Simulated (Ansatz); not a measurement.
HfN:

```
Hf N
1.0
     0.00000    2.45482    2.45482
     2.45482    0.00000    2.45482
     2.45482    2.45482    0.00000
Hf N
1 1
Cartesian
  0.0000 0.0000 0.0000
  1.2274 1.2274 1.2274
```

The cell comes from a database or a generator and needn't be the stable form of this composition.

- Program: Ansatz 0.2.0
- Task: relaxation of cell and atoms
- Functional: BLYP
- Potentials or basis: Ansatz PAW
- Cutoff: 420 eV (not typed: the program's choice for these potentials)
- k mesh: 9 × 9 × 9
- Occupations: fermi-dirac, width 0.05 eV
- Spin: no spin polarisation

At the start: volume 14.79 Å³/atom.

How do energy, volume and symmetry change on relaxing?

It ends after 7 steps and the volume is 15.28 Å³/atom (+3.3 %); space group F-43m (No. 216, to 0.05 Å).

Step by step:
```
step  energy change (eV)  largest force (eV/Å)  volume (Å³)
   1              0.0000                0.0000        29.59
   2             -0.0127                0.0000        30.81
   3             -0.0149                0.0000        30.55
   4             -0.0149                0.0000        30.53
   5             -0.0179                0.0000        30.53
   6             -0.0178                0.0000        30.55
   7             -0.0178                0.0000        30.55
```

Final structure:
```xyz
2
Lattice="0.0000 2.4813 2.4813 2.4813 0.0000 2.4813 2.4813 2.4813 0.0000" Properties=species:S:1:pos:R:3 pbc="T T T"
Hf    0.0000    0.0000    0.0000
N     1.2407    1.2407    1.2407
```

Caveat: the plane-wave basis is chosen anew once the cell has moved, so the energies of steps on either side of that aren't comparable; the pressure holds a Pulay correction of +0.4 GPa for the finite cutoff; the PAW data sets come from PBE, with cores solved anew for the run's functional, which leaves a small shift of forces and pressure.
